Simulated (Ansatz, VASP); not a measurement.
**Two plane-wave programs on TiSi**

```
Ti Si
1.0
     1.78688   -2.08346    0.00000
     1.78688    2.08346    0.00000
     0.00000    0.00000    3.92970
Ti Si
1 1
Direct
  0.50000 0.50000 0.00000
  0.00000 0.00000 0.50000
```

Alike in both runs: task single point; functional PBEsol; k mesh 20 × 20 × 14; occupations gaussian, width 0.15 eV; no spin polarisation.

|  | VASP | Ansatz |
| --- | --- | --- |
| version | VASP 6.6.1 | Ansatz 0.2.0 |
| potentials or method | VASP PAW PBE potentials, release 64 (Ti_sv, Si) | scalar-relativistic, plane waves, PAW |
| plane-wave cutoff (eV) | 520 | 420 |
| valence electrons in the cell | 16 | 16 |

```tsv
	VASP	Ansatz	Ansatz less VASP
gap on the k mesh at the Fermi level (eV)	none	none	-
pressure (GPa)	-5.1	-5.1	-0.03
largest component of the traceless stress (GPa)	3.61	3.67	+0.068
```

A gap of «none» marks a metal or a gap that the smearing closes. The functional is the same, so the differences come from potentials, cutoffs and numerics.

Caveats: the PAW data sets were made with another functional, which shifts forces and pressure a little (VASP).
